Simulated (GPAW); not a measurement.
# InP (F-43m) in GPAW: settings compared

The runs below take InP through single point, with PBE, LDA.

Program: GPAW 26.7.0. These are calculated values, not measurements. Logs are shortened: lines on timing, memory, paths and dates and some standing lists are left out, and cuts for length are marked. The log counts tension as positive stress, the text compression.

## Step 1: The crystal as given

Symmetry: F-43m, No. 216, cubic system. Conventional cell: a = 5.861 Å, b = 5.861 Å, c = 5.861 Å, α = 90.00°, β = 90.00°, γ = 90.00°. Around In (site symmetry -43m) lie 4 P at 2.54 Å. Around P (site symmetry -43m) lie 4 In at 2.54 Å.

## Step 2: Single point, PBE (volume scaled by 0.92)

Input file run.py:

```python
from ase.dft.bandgap import bandgap
from ase.io import read, write
from ase.units import GPa
from gpaw import GPAW, PW

atoms = read('InP.cif')

calc = GPAW(mode=PW(400),
            xc='PBE',
            kpts={'size': (7, 7, 7), 'gamma': True},
            occupations={'name': 'fermi-dirac', 'width': 0.01},
            nbands=18,
            convergence={'density': 1e-05, 'energy': 1e-05},
            maxiter=150,
            txt='gpaw.txt')
atoms.calc = calc
energy = atoms.get_potential_energy()
forces = atoms.get_forces()
stress = atoms.get_stress()
calc.write('gs.gpw')
write('result.traj', atoms)
print(f'Energy: {energy:.6f} eV')
print('Forces (eV/A):')
print(forces.round(4))
print('Stress (GPa):', (stress / GPa).round(3))
print('Fermi level:', round(calc.get_fermi_level(), 4), 'eV')
print(f'Gap: {bandgap(calc)[0]:.4f} eV, direct: {bandgap(calc, direct=True)[0]:.4f} eV')
```

Input file InP.cif:

```cif
data_InP
_cell_length_a 4.03075127
_cell_length_b 4.03075127
_cell_length_c 4.03075127
_cell_angle_alpha 60.00000000
_cell_angle_beta 60.00000000
_cell_angle_gamma 60.00000000
_space_group_name_H-M_alt 'P1'
_space_group_name_Hall 'P 1'
_space_group_IT_number 1
loop_
_space_group_symop_operation_xyz
'x,y,z'
loop_
_atom_site_label
_atom_site_type_symbol
_atom_site_symmetry_multiplicity
_atom_site_Wyckoff_symbol
_atom_site_fract_x
_atom_site_fract_y
_atom_site_fract_z
_atom_site_occupancy
In1 In 1 a 0.0000000000 0.0000000000 0.0000000000 1
P1 P 1 a 0.7500000000 0.7500000000 0.7500000000 1
```

Potentials or basis: GPAW PAW data sets (gpaw-data 1.2.1), pw.

Started as:

```
$ OMP_NUM_THREADS=1 python run.py
```

gpaw.txt:

```text
__  _  _
 | _ |_)|_||  |
 |__||  | ||/\| - 26.7.0

Input parameters:
  mode=PW(ecut=400.0),
  convergence={'density': 1e-05, 'energy': 1e-05},
  kpts=MonkhorstPack(size=(7, 7, 7), gamma=True),
  maxiter=150,
  nbands=18,
  occupations=Occupations(name='fermi-dirac', width=0.01),
  xc=XC(name='PBE')

Diagonalizing LCAO Hamiltonian
Converting LCAO to pw mode

                         P

       In

Atoms  # Å, Bohr magnetons
|   | symbol |        x |        y |        z |    initial magnetic moments |
|---|--------|----------|----------|----------|-----------------------------|
| 0 |     In | 0.000000 | 0.000000 | 0.000000 | ( 0.0000,  0.0000,  0.0000) |
| 1 |      P | 6.046127 | 3.490733 | 2.468321 | ( 0.0000,  0.0000,  0.0000) |

Unit cell  # Å
| periodic |        x |        y |        z |  lengths |    angles |
|----------|----------|----------|----------|----------|-----------|
|      yes | 4.030751 | 0.000000 | 0.000000 | 4.030751 | 60.000000 |
|      yes | 2.015376 | 3.490733 | 0.000000 | 4.030751 | 60.000000 |
|      yes | 2.015376 | 1.163578 | 3.291095 | 4.030751 | 60.000000 |

Number of symmetries: 24
Symmetry operations  # r_c * U_cc + t_c -> r_c
|    | kind |            matrix            |
|----|------|------------------------------|
|  0 |  E   |  1, 0, 0,  0, 1, 0,  0, 0, 1 |
|  1 |  σ   |  1, 0, 0,  0, 0, 1,  0, 1, 0 |
|  2 |  σ   |  1, 0,-1,  0, 1,-1,  0, 0,-1 |
|  3 |  C3  |  1, 0,-1,  0, 0,-1,  0, 1,-1 |
|  4 |  C3  |  1,-1, 0,  0,-1, 1,  0,-1, 0 |
|  5 |  σ   |  1,-1, 0,  0,-1, 0,  0,-1, 1 |
|  6 |  σ   |  0, 1, 0,  1, 0, 0,  0, 0, 1 |
|  7 |  C3  |  0, 1, 0,  0, 0, 1,  1, 0, 0 |
|  8 |  C2  |  0, 1,-1,  1, 0,-1,  0, 0,-1 |
|  9 |  S4  |  0, 1,-1,  0, 0,-1,  1, 0,-1 |
| 10 |  C3  |  0, 0, 1,  1, 0, 0,  0, 1, 0 |
| 11 |  σ   |  0, 0, 1,  0, 1, 0,  1, 0, 0 |
| 12 |  S4  |  0, 0,-1,  1, 0,-1,  0, 1,-1 |
| 13 |  C3  |  0, 0,-1,  0, 1,-1,  1, 0,-1 |
| 14 |  S4  |  0,-1, 1,  1,-1, 0,  0,-1, 0 |
| 15 |  C2  |  0,-1, 1,  0,-1, 0,  1,-1, 0 |
| 16 |  C3  |  0,-1, 0,  1,-1, 0,  0,-1, 1 |
| 17 |  S4  |  0,-1, 0,  0,-1, 1,  1,-1, 0 |
| 18 |  S4  | -1, 1, 0, -1, 0, 1, -1, 0, 0 |
| 19 |  C3  | -1, 1, 0, -1, 0, 0, -1, 0, 1 |
| 20 |  C3  | -1, 0, 1, -1, 1, 0, -1, 0, 0 |
| 21 |  S4  | -1, 0, 1, -1, 0, 0, -1, 1, 0 |
| 22 |  σ   | -1, 0, 0, -1, 1, 0, -1, 0, 1 |
| 23 |  C2  | -1, 0, 0, -1, 0, 1, -1, 1, 0 |

BZ-sampling:
  Number of BZ points: 343
  Number of IBZ points: 20

  Monkhorst-Pack size: [7, 7, 7]
  Monkhorst-Pack shift: [0, 0, 0]

K-points  # in reciprocal-cell coordinates
|     |                                coordinates |     weight |
|-----|--------------------------------------------|------------|
|   0 | (  0.00000000,   0.00000000,   0.00000000) | 0.00291545 |
|   1 | (  0.14285714,   0.14285714,   0.00000000) | 0.01749271 |
|   2 | (  0.14285714,   0.14285714,   0.14285714) | 0.02332362 |
|   3 | (  0.28571429,   0.14285714,   0.14285714) | 0.03498542 |
|   4 | (  0.28571429,   0.28571429,   0.00000000) | 0.01749271 |
|   5 | (  0.28571429,   0.28571429,   0.14285714) | 0.06997085 |
|   6 | (  0.28571429,   0.28571429,   0.28571429) | 0.02332362 |
|   7 | (  0.42857143,  -0.28571429,  -0.28571429) | 0.03498542 |
|   8 | (  0.42857143,   0.28571429,  -0.42857143) | 0.13994169 |
|   9 | (  0.42857143,   0.28571429,  -0.28571429) | 0.06997085 |
| ... |                                            |            |
|  19 | (  0.42857143,   0.42857143,   0.42857143) | 0.02332362 |

Plane wave coefficients: 869
Cutoff: 400.0 eV

Spin-components: 1 (collinear spins)
Bands:           18
Projectors:      11
Spin-degeneracy: 2
Datatype:        complex128

Density:
  Valence electrons: 18.0
  Components: 1
  Grid points: [20 20 20]
  Charge: 0.0  # |e|

Potential:
  Grid points: [20 20 20]

species:
  In:
    name:    Indium
    Z:       49.0
    valence: 13
    core:    36
    charge:  0.0  # [|e|]
    compensation charges:
      type: gauss
      rc: 0.36  # [Å]
      lmax: 2
    cutoffs:
      filter: 2.09  # [Å]
      core: 2.48  # [Å]
    projectors
    | kind |    occ | energy [eV] | rcut [Å] |
    |------|--------|-------------|----------|
    |   5s |  2.000 |      -8.203 |    1.185 |
    |   5p |  1.000 |      -2.521 |    1.244 |
    |   4d | 10.000 |     -18.629 |    1.148 |
    |    s |        |      19.008 |    1.185 |
    |    p |        |      24.691 |    1.244 |
    |    d |        |       8.583 |    1.148 |

    Using partial waves for In as LCAO basis

  P:
    name:    Phosphorus
    Z:       15.0
    valence: 5
    core:    10
    charge:  0.0  # [|e|]
    compensation charges:
      type: gauss
      rc: 0.30  # [Å]
      lmax: 2
    cutoffs:
      filter: 1.69  # [Å]
      core: 1.81  # [Å]
    projectors
    | kind |    occ | energy [eV] | rcut [Å] |
    |------|--------|-------------|----------|
    |   3s |  2.000 |     -13.968 |    0.953 |
    |   3p |  3.000 |      -5.506 |    0.953 |
    |    s |        |      13.244 |    0.953 |
    |    p |        |      21.705 |    0.953 |
    |    d |        |       0.000 |    0.953 |

    Using partial waves for P as LCAO basis

Reference energy: -169278.333319  # eV

eigensolver:
  PPCG
  Converge bands: occupied
  niter=2

density mixing:
  MSR1-Mixer
  Pratt-step length: 0.05
  Maximum mixing coefficient: 0.75
  Old densities: 10
  SVD Regularization: 0.005
  Good broyden scale: 1.0
  Trust region scale: 1.0
  Backstep threshold: 4.0
  History deletion threshold: 6.0
  Fourier metric: weight=20.0, sigma=0.015

occupation numbers:
  Fermi-Dirac:
    width: 0.0100  # eV

poisson solver:
  ecut: 3200.0  # eV

xc functional:
[... 9 lines left out ...]
|iter     | |      energy | eigst |  dens |
|---------|-|-------------|-------|-------|
|iter:   1| |   -8.694586 | -0.36 |       |
|iter:   2| |   -8.613060 | -2.32 | -1.11 |
|iter:   3| |   -8.298381 | -1.80 | -1.15 |
|iter:   4| |   -8.297744 | -3.26 | -1.76 |
|iter:   5| |   -8.297801 | -4.11 | -2.25 |
|iter:   6| |   -8.297842c| -5.45 | -3.03 |
|iter:   7| |   -8.297846c| -6.59 | -3.59 |
|iter:   8| |   -8.297846c| -8.13c| -4.63 |
|iter:   9| |   -8.297846c| -8.47c| -5.37c|

Converged in 9 steps
Energy contributions relative to reference atoms: (reference = -169278.333319)

Energy contributions:
  Kinetic:          31.294741
  Coulomb:         -27.830396
  Zero:              0.308859
  External:          0.000000
  Xc:              -12.071050
  Entropy:          -0.000000
  Spinorbit:         0.000000
  ----------------------------
  Free energy:      -8.297846
  Extrapolated:     -8.297846

dipole moment: (-23.032498, -13.297819, -9.402978)  # |e|*Ang

Fermi level: 6.049
Eigenvalues  # (at kpt = [0.000, 0.000, 0.000])
| band index |      eig [eV] | occ [0-2] |
|------------|---------------|-----------|
|          0 |        -8.433 |     2.000 |
|          1 |        -8.433 |     2.000 |
|          2 |        -8.433 |     2.000 |
|          3 |        -8.233 |     2.000 |
|          4 |        -8.233 |     2.000 |
|          5 |        -6.276 |     2.000 |
[... 10 lines left out ...]
|         16 |        17.252 |     0.000 |
|         17 |        17.252 |     0.000 |

Gap: 1.150 eV
Transition (v -> c):
  (s=0, k=0, n=8, [0.00, 0.00, 0.00]) -> (s=0, k=0, n=9, [0.00, 0.00, 0.00])
No difference between direct/indirect transitions

Forces  # eV/Ang
|        x |       y |        z |
|----------|---------|----------|
| -0.00000 | 0.00000 | -0.00000 |  # In   0
| -0.00000 | 0.00000 |  0.00000 |  # P    1

Stress tensor  # eV/Ang^3
|         x |         y |         z |
|-----------|-----------|-----------|
| -0.051045 |  0.000000 |  0.000000 |
|  0.000000 | -0.051045 |  0.000000 |
|  0.000000 |  0.000000 | -0.051045 |

# Writing to gs.gpw (mode='')
```

Wall time 6.3 s (1 thread of Arm Neoverse V1, shared host); peak memory 0.13 GiB.

These settings aren't checked as converged: the numbers below hold their error.

Results:

```
Free energy            : -8.2978 eV
Pressure               : 8.2 GPa
Band gap on the k mesh : 1.15 eV, direct
```

Caveat: the cutoff is short for stress and forces, so pressures can be off by a GPa or more; spin-orbit coupling is left out, which moves the levels of the heavy elements.

## Step 3: Single point, LDA

run.py: that of step 2 with these lines changed.

```diff
@@ -1,3 +1,4 @@
 from ase.dft.bandgap import bandgap
-from ase.io import read, write
+from ase.io import write
+from ase.spacegroup import crystal
 from ase.units import GPa
@@ -5,7 +6,14 @@
 
-atoms = read('InP.cif')
+# In 4a
+# P 4c
+atoms = crystal(['In', 'P'],
+                basis=[[0.0, 0.0, 0.0],
+                       [0.25, 0.25, 0.25]],
+                spacegroup=216, setting=1,  # F-43m
+                cellpar=[5.861, 5.861, 5.861, 90.0, 90.0, 90.0],
+                primitive_cell=True)
 
 calc = GPAW(mode=PW(400),
-            xc='PBE',
-            kpts={'size': (7, 7, 7), 'gamma': True},
+            xc='LDA',
+            kpts={'size': (6, 6, 6), 'gamma': True},
             occupations={'name': 'fermi-dirac', 'width': 0.01},
```

Potentials or basis: the program's PAW data sets (release 1.2.1) made for this functional, pw.

Started as:

```
$ OMP_NUM_THREADS=1 python run.py
```

Wall time 4.1 s (1 thread of Arm Neoverse V2, shared host); peak memory 0.13 GiB.

The run converged, but some of its settings lie outside the range that counts as converged, so its numbers aren't taken as properties of the crystal.

Results:

```yaml
Free_energy: -9.7423 eV
Pressure: -3.7 GPa
Band_gap_on_the_k_mesh: 0.47 eV, direct
```

Caveat: the cutoff is short for stress and forces, so pressures can be off by a GPa or more; spin-orbit coupling is left out, which moves the levels of the heavy elements.

## Step 4: Single point, PBE (volume scaled by 0.96)

run.py: that of step 3 with these lines changed.

```diff
@@ -12,3 +12,3 @@
                 spacegroup=216, setting=1,  # F-43m
-                cellpar=[5.861, 5.861, 5.861, 90.0, 90.0, 90.0],
+                cellpar=[5.78178759, 5.78178759, 5.78178759, 90.0, 90.0, 90.0],
                 primitive_cell=True)
@@ -16,4 +16,4 @@
 calc = GPAW(mode=PW(400),
-            xc='LDA',
-            kpts={'size': (6, 6, 6), 'gamma': True},
+            xc='PBE',
+            kpts={'size': (7, 7, 7), 'gamma': True},
             occupations={'name': 'fermi-dirac', 'width': 0.01},
```

Potentials or basis: GPAW PAW data sets (gpaw-data 1.2.1), pw.

Started as:

```
$ OMP_NUM_THREADS=1 python run.py
```

gpaw.txt:

```text
__  _  _
 | _ |_)|_||  |
 |__||  | ||/\| - 26.7.0

Input parameters:
  mode=PW(ecut=400.0),
  convergence={'density': 1e-05, 'energy': 1e-05},
  kpts=MonkhorstPack(size=(7, 7, 7), gamma=True),
  maxiter=150,
  nbands=18,
  occupations=Occupations(name='fermi-dirac', width=0.01),
  xc=XC(name='PBE')

Diagonalizing LCAO Hamiltonian
Converting LCAO to pw mode

           P

       In

Atoms  # Å, Bohr magnetons
|   | symbol |        x |        y |        z |    initial magnetic moments |
|---|--------|----------|----------|----------|-----------------------------|
| 0 |     In | 0.000000 | 0.000000 | 0.000000 | ( 0.0000,  0.0000,  0.0000) |
| 1 |      P | 1.445447 | 1.445447 | 1.445447 | ( 0.0000,  0.0000,  0.0000) |

Unit cell  # Å
| periodic |        x |        y |        z |  lengths |    angles |
|----------|----------|----------|----------|----------|-----------|
|      yes | 0.000000 | 2.890894 | 2.890894 | 4.088341 | 60.000000 |
|      yes | 2.890894 | 0.000000 | 2.890894 | 4.088341 | 60.000000 |
|      yes | 2.890894 | 2.890894 | 0.000000 | 4.088341 | 60.000000 |
[... 171 lines left out ...]

Energy contributions:
  Kinetic:          27.338276
  Coulomb:         -24.702426
  Zero:              0.306064
  External:          0.000000
  Xc:              -11.347108
  Entropy:          -0.000000
  Spinorbit:         0.000000
  ----------------------------
  Free energy:      -8.405194
  Extrapolated:     -8.405194

dipole moment: (-22.259198, -22.259198, -22.259198)  # |e|*Ang

Fermi level: 5.562
Eigenvalues  # (at kpt = [0.000, 0.000, 0.000])
| band index |      eig [eV] | occ [0-2] |
|------------|---------------|-----------|
|          0 |        -8.811 |     2.000 |
|          1 |        -8.811 |     2.000 |
|          2 |        -8.811 |     2.000 |
|          3 |        -8.633 |     2.000 |
|          4 |        -8.633 |     2.000 |
|          5 |        -6.446 |     2.000 |
[... 10 lines left out ...]
|         16 |        16.673 |     0.000 |
|         17 |        16.673 |     0.000 |

Gap: 0.924 eV
Transition (v -> c):
  (s=0, k=0, n=8, [0.00, 0.00, 0.00]) -> (s=0, k=0, n=9, [0.00, 0.00, 0.00])
No difference between direct/indirect transitions

Forces  # eV/Ang
|       x |       y |        z |
|---------|---------|----------|
| 0.00000 | 0.00000 |  0.00000 |  # In   0
| 0.00000 | 0.00000 | -0.00000 |  # P    1

Stress tensor  # eV/Ang^3
|         x |         y |         z |
|-----------|-----------|-----------|
| -0.025986 | -0.000000 | -0.000000 |
| -0.000000 | -0.025986 |  0.000000 |
| -0.000000 |  0.000000 | -0.025986 |

# Writing to gs.gpw (mode='')
```

It took 6.6 s on 1 thread of Arm Neoverse V1, shared host; peak memory 0.13 GiB.

These settings aren't checked as converged: the numbers below hold their error.

Results:

| Property | Result |
| --- | --- |
| Free energy | -8.4052 eV |
| Pressure | 4.2 GPa |
| Band gap on the k mesh | 0.92 eV, direct |

Caveat: the cutoff is short for stress and forces, so pressures can be off by a GPa or more; spin-orbit coupling is left out, which moves the levels of the heavy elements.

## Step 5: The reference run

An earlier run on the cell as given: functional PBE; potentials or basis GPAW PAW data sets (gpaw-data 1.2.1); cutoff 600 eV; basis pw; k mesh 8 × 8 × 8; occupations fermi-dirac, width 0.05 eV; no spin polarisation.

* Pressure: 3.0 GPa
* Band gap on the k mesh: 0.71 eV, direct
